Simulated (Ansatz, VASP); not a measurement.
## SrCl2: VASP beside Ansatz

Contents of INCAR:

```
PREC = Accurate
ENCUT = 520
EDIFF = 1E-7
ISMEAR = -1
SIGMA = 0.05
LREAL = False
LASPH = True
NELM = 100
ALGO = Normal
ISIF = 2
LWAVE = False
LCHARG = False
GGA = PE
NBANDS = 19
```

Contents of KPOINTS:

```
regular mesh
0
Gamma
  7 7 7
```

The input POSCAR:

```
SrCl2
1.0
    0.0000000000      3.4883500000      3.4883500000
    3.4883500000      0.0000000000      3.4883500000
    3.4883500000      3.4883500000      0.0000000000
Sr Cl
1 2
Direct
   -0.0097240000     -0.0002240000     -0.0007080000
    0.7494120000      0.7559290000      0.7488050000
    0.2603750000      0.2503140000      0.2444680000
```

Contents of input.yaml:

```yaml
crystal:
  lattice:
    - [0.0, 3.48835, 3.48835]
    - [3.48835, 0.0, 3.48835]
    - [3.48835, 3.48835, 0.0]
  atoms:
    - { symbol: Sr, position: [-0.009724, -0.000224, -0.000708] }
    - { symbol: Cl, position: [0.749412, 0.755929, 0.748805] }
    - { symbol: Cl, position: [0.260375, 0.250314, 0.244468] }
hamiltonian:
  xc: pbe
  pseudopotentials: { kind: paw }
kpoints:
  mp_grid: { grid: [7, 7, 7] }
scf:
  occupations: { method: fermi_dirac, width: 0.05 }
output:
  forces: true
  stress: true
  eigenvalues: true
```

Change from the starting cell: atoms moved at random, drawn with an rms of 0.05 Å.

Alike in both runs: task single point; functional PBE; k mesh 7 × 7 × 7; occupations fermi-dirac, width 0.05 eV; no spin polarisation.

```csv
,VASP,Ansatz
version,VASP 6.6.1,Ansatz 0.2.0
potentials or method,"VASP PAW PBE potentials, release 64 (Sr_sv, Cl)",Ansatz PAW
plane-wave cutoff (eV),520,420
valence electrons in the cell,24,24
```

|  | VASP | Ansatz | Ansatz less VASP |
| --- | --- | --- | --- |
| gap on the k mesh at the Fermi level (eV) | 5.36 | 5.37 | +0.004 |
| least direct gap on the mesh (eV) | 5.67 | 5.68 | +0.002 |
| pressure (GPa) | 1.2 | 1.1 | -0.09 |
| largest component of the traceless stress (GPa) | 0.23 | 0.22 | -0.008 |
| rms of the force components (eV/Å) | 0.104 | 0.101 | -0.0022 |

Atom by atom the forces differ by 0.002 eV/Å (rms over components). The functional is the same, so the differences come from potentials, cutoffs and numerics.

Caveats: an odd mesh through Γ misses points on the zone boundary, where band edges often lie (VASP); odd divisions of the mesh miss points on the zone boundary, where band edges often lie, so the gap on the mesh can be too wide (Ansatz).
